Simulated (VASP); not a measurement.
**BaZrO$_{3}$ in VASP 6.6.1, single-point calculation**

INCAR

```
LASPH = .TRUE.
ISMEAR = -1
ISIF = 2
IBRION = -1
NELM = 96
LREAL = .FALSE.
ENCUT = 520
GGA = PE
PREC = Accurate
NSW = 0
SIGMA = 0.02
NBANDS = 28
LWAVE = .FALSE.
LCHARG = .FALSE.
EDIFF = 1E-7
IVDW = 12
```

KPOINTS

```
KPOINTS created by Atomic Simulation Environment
0
Gamma
6 6 6
0 0 0
```

POSCAR

```
Ba Zr O
 1.0000000000000000
     4.2053549142000000    0.0000000000000000    0.0000000000000000
     0.0000000000000000    4.2053549142000000    0.0000000000000000
     0.0000000000000000    0.0000000000000000    4.1212478159000003
 Ba  Zr  O
   1   1   3
Cartesian
  0.0000000000000000  0.0000000000000000  0.0000000000000000
  2.1026774571000000  2.1026774571000000  2.0606239079500002
  2.1026774571000000  2.1026774571000000  0.0000000000000000
  2.1026774571000000  0.0000000000000000  2.0606239079500002
  0.0000000000000000  2.1026774571000000  2.0606239079500002
```

The recommended PBE PAW datasets give the neutral cell 40 valence electrons.

Command

```
mpirun -np 1 vasp_std
```

How does this run end, and what does it give?

It converged. Results: gap between bands v and c on the k mesh 3.14 eV; least direct gap on the k mesh 3.33 eV; pressure 4.2 GPa. Band v is the last that the valence electrons fill when counted band by band, and c is the next.

OSZICAR

```
N       E                     dE             d eps       ncg     rms          rms(c)
DAV:   1     0.308887657962E+03    0.30889E+03   -0.22040E+04  2248   0.140E+03
DAV:   2    -0.287788386196E+02   -0.33767E+03   -0.32700E+03  2772   0.351E+02
DAV:   3    -0.486198563073E+02   -0.19841E+02   -0.19762E+02  3480   0.801E+01
DAV:   4    -0.491798308147E+02   -0.55997E+00   -0.55924E+00  3156   0.107E+01
DAV:   5    -0.491893596576E+02   -0.95288E-02   -0.95277E-02  3140   0.114E+00    0.296E+01
DAV:   6    -0.417173028136E+02    0.74721E+01   -0.37721E+01  2628   0.385E+01    0.131E+01
DAV:   7    -0.416527797273E+02    0.64523E-01   -0.26994E+00  3160   0.901E+00    0.796E+00
DAV:   8    -0.416449423153E+02    0.78374E-02   -0.33615E-01  2692   0.420E+00    0.710E-01
DAV:   9    -0.416402984628E+02    0.46439E-02   -0.63242E-02  2984   0.138E+00    0.513E-01
DAV:  10    -0.416418433008E+02   -0.15448E-02   -0.15705E-02  3036   0.102E+00    0.248E-01
DAV:  11    -0.416414855899E+02    0.35771E-03   -0.18476E-03  2756   0.347E-01    0.386E-02
DAV:  12    -0.416415413192E+02   -0.55729E-04   -0.17117E-04  2704   0.898E-02    0.403E-02
DAV:  13    -0.416415404849E+02    0.83428E-06   -0.24751E-05  3300   0.322E-02    0.529E-03
DAV:  14    -0.416415406784E+02   -0.19349E-06   -0.26805E-06  2668   0.123E-02    0.274E-03
DAV:  15    -0.416415406648E+02    0.13609E-07   -0.24987E-07  2536   0.342E-03
   1 F= -.42883636E+02 E0= -.42883636E+02  d E =-.866628E-11
```

Standard output (part)

```
POSCAR found type information on POSCAR BaZrO
 POSCAR found :  3 types and       5 ions
 LDA part: xc-table for (Slater+PW92), standard interpolation
 POSCAR, INCAR and KPOINTS ok, starting setup
 WAVECAR not read
 entering main loop
```

For comparison, a separate PBE run of the intended cell, on usual settings and not on those above, gives a gap of 3.14 eV on its mesh and a pressure of 7.0 GPa.
